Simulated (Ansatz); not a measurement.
# Lattice dynamics at Γ of LiF (NiAs type)

Perturbation theory with PBEsol in Ansatz 0.2.0 on the PBEsol cell, ground state and force constants on a 9×9×4 mesh. Simulation only: spin-unpolarised, and no claim that this is the phase found in nature.

It is hexagonal, P6_3/mmc (No. 194); a = 2.787 Å, c = 4.811 Å in the conventional setting, 8.09 Å³ an atom. Li is surrounded by 6 F at 2.01 Å; F is surrounded by 6 Li at 2.01 Å.

```
CELL_PARAMETERS angstrom
2.78710 0.00000 0.00000
-1.39355 2.41370 0.00000
0.00000 0.00000 4.81126
ATOMIC_POSITIONS crystal
Li 0.00000 0.00000 0.00000
Li 0.00000 0.00000 0.50000
F 0.33333 0.66667 0.25000
F 0.66667 0.33333 0.75000
```

Optical modes without the longitudinal term:
```json
{"ω (cm⁻¹)": "194", "degeneracy": "2", "IR intensity, summed over the level ((D/Å)²/amu)": "0.00"}
{"ω (cm⁻¹)": "198", "degeneracy": "2", "IR intensity, summed over the level ((D/Å)²/amu)": "0.00"}
{"ω (cm⁻¹)": "289", "degeneracy": "2", "IR intensity, summed over the level ((D/Å)²/amu)": "19.75"}
{"ω (cm⁻¹)": "300", "degeneracy": "1", "IR intensity, summed over the level ((D/Å)²/amu)": "10.17"}
{"ω (cm⁻¹)": "368", "degeneracy": "1", "IR intensity, summed over the level ((D/Å)²/amu)": "0.00"}
{"ω (cm⁻¹)": "673", "degeneracy": "1", "IR intensity, summed over the level ((D/Å)²/amu)": "0.00"}
```

All optical modes at Γ are real, from 194 to 673 cm⁻¹ without the longitudinal term; this says nothing of other wave vectors. The long-range field leaves the highest mode where it is. Of the real levels 2 are infrared active, the strongest at 289 cm⁻¹.

ε∞: 2.08 along x and y, 2.10 along z. With the ions relaxed, ε⁰ is 9.9 along x and y, 9.5 along z. Born charges, averaged over directions: Li +1.05, F -1.05 e.

For comparison, on the r2SCAN cell the mean ε∞ is 1.99 with r2SCAN (ground state on 9×9×4; least gap 10.19 eV), 2.06 with PBE (ground state on 9×9×4; least gap 9.21 eV).
